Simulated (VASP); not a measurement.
Runs of VASP 6.6.1 on Nb. Symmetry: Fm-3m, No. 225, cubic system. Conventional cell: a = 4.117 Å, b = 4.117 Å, c = 4.117 Å, α = 90.00°, β = 90.00°, γ = 90.00°. Nb (site symmetry m-3m) is surrounded by 12 Nb at 2.91 Å. This isn't the form of Nb at room conditions, which is bcc.

| task | cell | k mesh | cutoff (eV) | gap on the mesh (eV) | pressure (GPa) |
| --- | --- | --- | --- | --- | --- |
| single point | Fm-3m, 17.44 Å³/atom | 15 × 15 × 15 | 520 | none | 6.9 |
| relaxation of cell and atoms | relaxed | 13 × 13 × 13 | 600 | none | 0.0 |
| single point | Fm-3m, 18.17 Å³/atom | 21 × 21 × 21 | 520 | none | -0.5 |
| single point | Fm-3m, 18.17 Å³/atom | 13 × 13 × 13 | 520 | none | -0.3 |
| single point | Fm-3m, 19.62 Å³/atom | 15 × 15 × 15 | 520 | none | (a) |

Alike in all rows: level PBEsol; potentials or basis VASP PAW PBE potentials, release 64 (Nb_sv); no spin polarisation; smearing fermi-dirac 0.1 eV.

Fill in the values left out.

(a) -12.0.

Caveats: the PAW data sets were made with another functional, which shifts forces and pressure a little.

A k mesh can miss the band edges, and the runs leave out spin-orbit coupling on Nb.

A gap of «none» marks a metal or a gap under the smearing width.
